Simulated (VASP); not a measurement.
LiF (Griceite):

```
CELL_PARAMETERS angstrom
0.00000 1.99848 1.99848
1.99848 0.00000 1.99848
1.99848 1.99848 0.00000
ATOMIC_POSITIONS crystal
Li 0.00000 0.00000 0.00000
F 0.50000 0.50000 0.50000
```

Base run:

| Quantity | Value |
| --- | --- |
| Program | VASP 6.6.1 |
| Functional | PBE0 |
| Potentials or basis | VASP PAW PBE potentials, release 64 (Li_sv, F) |
| Cutoff | 520 eV |
| k mesh | 8 × 8 × 8 |
| Occupations | gaussian, width 0.03 eV |
| Spin | no spin polarisation |

Its results: band gap on the k mesh 12.37 eV, direct.

The run is repeated on the same cell with these changes: functional from PBE0 to PBE-EpsX. What comes out?

Band gap on the k mesh 15.30 eV, direct.
